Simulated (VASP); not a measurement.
Consider the following.

```xyz
2
Lattice="2.6930 0.0000 0.0000 0.0000 2.6930 0.0000 0.0000 0.0000 3.7152" Properties=species:S:1:pos:R:3 pbc="T T T"
Co     0.0000     0.0000     0.0000
Pt     1.3465     1.2965     1.8576
```
Starting moments (μB, in the order of the record's atoms Co Pt): 1.9 0.4.

Method: PBE GGA, VASP's PBE PAW potentials (set 64) (plane waves; VASP 6.6.1). Numerical set-up: 480 eV cut-off, 12×12×10 Γ-centred mesh, first-order Methfessel-Paxton smearing of 0.10 eV, potentials Co Pt.

Question: Give the force on each atom (eV/Å).

Answer: 
| atom | Fx | Fy | Fz |
|---|---|---|---|
| Co1 | 0.000 | -0.188 | 0.000 |
| Pt2 | 0.000 | 0.188 | 0.000 |

Question: Give the stress tensor in GPa (positive for a compressed cell).

Answer: 
```
0.48  0.00  0.00
0.00  0.44  0.00
0.00  0.00  0.27
```
The pressure is its mean diagonal, 0.40 GPa.

The compound is CoPt in the L1_0 structure. This cell was strained or had an atom moved on purpose.
